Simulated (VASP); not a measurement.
Wanted: the native input for a VASP 6.6.1 run.

| Quantity | Value |
| --- | --- |
| Task | relaxation of the atoms |
| Functional | revPBE |
| Potentials or basis | VASP PAW PBE potentials, release 64 (Ca_sv, F) |
| Cutoff | 520 eV |
| k mesh | 8 × 8 × 1 |
| Occupations | fermi-dirac, width 0.05 eV |
| Spin | no spin polarisation |
| Dipole correction | yes |
| Atoms held fixed (from 0) | [0] |
| Further INCAR settings | ALGO = Normal; EDIFF = 1e-06; IBRION = 2; EDIFFG = -0.005; NSW = 60 |

The structure of CaF lies in POSCAR:

```
CaF
1.0
    3.7249700000      0.0000000000      0.0000000000
   -1.8624800000      3.2259200000      0.0000000000
    0.0000000000      0.0000000000     25.5276600000
Ca F
1 1
Selective dynamics
Direct
    0.6666700000      0.3333300000      0.3107600000  F F F
    0.0000000000      0.0000000000      0.2768400000  T T T
```

The cell was built by a generator and needn't be a form met in nature.

These files were run (other wordings do the same):

INCAR

```
SYSTEM = CaF
ALGO = Normal
DIPOL = 0.5 0.5 0.294
EDIFF = 1E-6
EDIFFG = -0.005
ENCUT = 520
GGA = RE
IBRION = 2
IDIPOL = 3
ISIF = 2
ISMEAR = -1
LASPH = .TRUE.
LCHARG = .FALSE.
LDIPOL = .TRUE.
LREAL = .FALSE.
LWAVE = .FALSE.
NELM = 80
NSW = 60
PREC = Accurate
SIGMA = 0.05
```

KPOINTS

```
k-points
0
G
  8 8 1
  0 0 0
```

Potentials or basis: VASP PAW PBE potentials, release 64 (Ca_sv, F).

The run is started by

```bash
$ cat potpaw_PBE.64/Ca_sv/POTCAR potpaw_PBE.64/F/POTCAR > POTCAR
$ mpirun -np 1 vasp_std > vasp.out
```

Results of the run:

* Energy gained by relaxing: 3.6 meV/atom
* Ionic steps: 5
* Band gap on the k mesh: none (metal or under the smearing width)

Caveat: an odd number of electrons without spin polarisation forces a metal; a magnetic or distorted state may lie lower.

Wall time 5.7 min on 1 thread of Intel(R) Xeon(R) Platinum 8488C (Sapphire Rapids), on a shared host, peak memory 0.45 GiB.
